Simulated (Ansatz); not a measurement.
The system is As.

```
As
1.0
     1.88080    1.08588    3.51406
    -1.88080    1.08588    3.51406
     0.00000   -2.17176    3.51406
As
2
Direct
  0.22600 0.22600 0.22600
  0.77400 0.77400 0.77400
```

Base run:

| Property | Result |
| --- | --- |
| Program | Ansatz 0.2.0 |
| Functional | r2SCAN0 form with a typed share of exact exchange |
| Potentials or basis | Ansatz PAW |
| Cutoff | 500 eV (not typed: the program's choice for these potentials) |
| k mesh | 5 × 5 × 5 |
| Occupations | fermi-dirac, width 0.05 eV |
| Spin | no spin polarisation |

Its results: band gap on the k mesh 0.49 eV, indirect (least direct gap 0.87 eV); pressure 0.5 GPa; largest force 0.133 eV/Å.

**Question.** The run is repeated on the same cell with these changes: share of exact exchange from 0.15 to 0.5. What comes out?

**Answer.** Band gap on the k mesh 1.55 eV, indirect (least direct gap 1.94 eV); pressure -1.7 GPa; largest force 0.409 eV/Å.

Caveats: odd divisions of the mesh miss points on the zone boundary, where band edges often lie, so the gap on the mesh can be too wide; the PAW data sets come from PBE, with cores solved anew for the run's functional, which leaves a small shift of forces and pressure; the thresholds are loose for stress.

A k mesh can miss the band edges.
